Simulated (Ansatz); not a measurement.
MnO2:

```xyz
6
Lattice="4.4004 0.0000 0.0000 0.0000 4.4004 0.0000 0.0000 0.0000 2.8671" Properties=species:S:1:pos:R:3 pbc="T T T"
Mn    2.2002    2.2002    1.4335
Mn    0.0000    0.0000    0.0000
O     3.5420    0.8585    1.4335
O     3.0587    3.0587    0.0000
O     0.8585    3.5420    1.4335
O     1.3418    1.3418    0.0000
```

The cell is a database's computed one.

Base run:

| Property | Result |
| --- | --- |
| Program | Ansatz 0.2.0 |
| Functional | PBE0 |
| Potentials or basis | Ansatz PAW |
| Cutoff | 420 eV (not typed: the program's choice for these potentials) |
| k mesh | 4 × 4 × 6 |
| Occupations | fermi-dirac, width 0.05 eV |
| Spin | collinear spin, ferromagnetic start |
| Starting moments | [4.0, 4.0, 0.0, 0.0, 0.0, 0.0] μB |

Its results: band gap on the k mesh 1.64 eV, direct; pressure -3.9 GPa; net moment 6.00 μB per cell; site moments Mn +2.60; O +0.01 μB; largest force 0.175 eV/Å.

**Question.** The run is repeated on the same cell with these changes: functional from PBE0 to HSE06. What comes out?

**Answer.** Band gap on the k mesh 0.91 eV, direct; pressure -3.6 GPa; net moment 6.00 μB per cell; site moments Mn +2.60; O +0.01 μB; largest force 0.174 eV/Å.

Caveats: the magnetic or orbital state may not be the lowest; only a ferromagnetic start was run, and an antiferromagnetic order may lie lower in energy; the PAW data sets come from PBE, with cores solved anew for the run's functional, which leaves a small shift of forces and pressure; the thresholds are loose for stress.
